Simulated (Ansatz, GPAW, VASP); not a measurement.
# K: programs and potentials compared

```xyz
1
Lattice="-2.6976 2.6976 2.6976 2.6976 -2.6976 2.6976 2.6976 2.6976 -2.6976" Properties=species:S:1:pos:R:3 pbc="T T T"
K     0.0000    0.0000    0.0000
```

Alike in all runs: task single point; functional RPBE; k mesh 7 × 7 × 7; occupations gaussian, width 0.05 eV; no spin polarisation; no spin-orbit coupling. Pressure is positive in compression and, in plane waves, holds the error of the finite cutoff, which Ansatz's Pulay term estimates and takes out.

```csv
program and potentials,plane-wave cutoff (eV),notes,pressure (GPa)
"Ansatz, Ansatz PAW",420,"potentials made for PBE, which Ansatz adapts in part",0.07
"GPAW, the program's PAW data sets (release 1.2.1) made for this functional",600,-,0.06
"Ansatz, all-electron LAPW, scalar-relativistic",-,-,0.07
"VASP, PBE PAW files K_sv, release 54, 520 eV",520,potentials made for PBE,0.06
```

The pressure spans 0.06 (GPAW, the program's PAW data sets (release 1.2.1) made for this functional) to 0.07 GPa (Ansatz, all-electron LAPW, scalar-relativistic), with all-electron results at 0.07. Some sets were made for another functional than the one run, which can shift their rows.

Differences between rows come from potentials, basis sets and numerical settings, since the functional is the same but for its coding. Runs on potential files found faulty are left out.
